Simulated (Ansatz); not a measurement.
Wanted: the native input for an Ansatz 0.2.0 run.

```
Task                                : band structure
Functional                          : PBE
Potentials or basis                 : Ansatz PAW
Cutoff                              : 420 eV (not typed: the program's choice for these potentials)
k mesh                              : 9 × 9 × 9
Occupations                         : fermi-dirac, width 0.05 eV
Spin                                : spin-orbit coupling, no magnetisation
Path                                : [["G", "X", "Y", "S", "G", "Z", "S1", "N", "P", "Y1", "Z"], ["X", "P"]]
Points for each segment of the path : 14
```

Crystal: Sb.

```xyz
1
Lattice="-1.5765 1.5765 2.7119 1.5765 -1.5765 2.7119 1.5765 1.5765 -2.7119" Properties=species:S:1:pos:R:3 pbc="T T T"
Sb    0.0000    0.0000    0.0000
```

This isn't the form of Sb at room conditions, which is rhombohedral.

These files were run (other wordings do the same):

input.yaml

```yaml
crystal:
  lattice:
    - [-1.5765401831, 1.5765401831, 2.7119384313]
    - [1.5765401831, -1.5765401831, 2.7119384313]
    - [1.5765401831, 1.5765401831, -2.7119384313]
  atoms:
    - { symbol: Sb, position: [0.0, 0.0, 0.0] }
hamiltonian:
  xc: pbe
  pseudopotentials: { kind: paw_fr }
magnetization:
  noncollinear: true
  spin_orbit: true
kpoints:
  mp_grid: { grid: [9, 9, 9] }
  band_path:
    path:
      - [[0.0, 0.0, 0.0], [0.0, 0.0, 0.5], [-0.1689742169, 0.1689742169, 0.5], [-0.3344871084, 0.3344871084, 0.3344871084], [0.0, 0.0, 0.0], [0.5, 0.5, -0.5], [0.3344871084, 0.6655128916, -0.3344871084], [0.0, 0.5, 0.0], [0.25, 0.25, 0.25], [0.5, 0.5, -0.1689742169], [0.5, 0.5, -0.5]]
      - [[0.0, 0.0, 0.5], [0.25, 0.25, 0.25]]
    npoints: 14
scf:
  occupations: { method: fermi_dirac, width: 0.05 }
  n_extra_bands: 6
output:
  forces: true
  stress: true
  eigenvalues: true
  fatbands: false
```

Potentials or basis: Ansatz PAW.

Launch:

```sh
$ ansatz run input.yaml --threads 2 --pin off --max-ram 5632MiB --backend cpu --events-out ev --progress --plain --runs-dir out
```

Results of the run:

The pressure is 2.1 GPa. The band gap on the k mesh is none (metal or under the smearing width).

It took 13 s on 2 threads of Arm Neoverse V1, with other jobs on the host, peak memory 0.41 GiB.
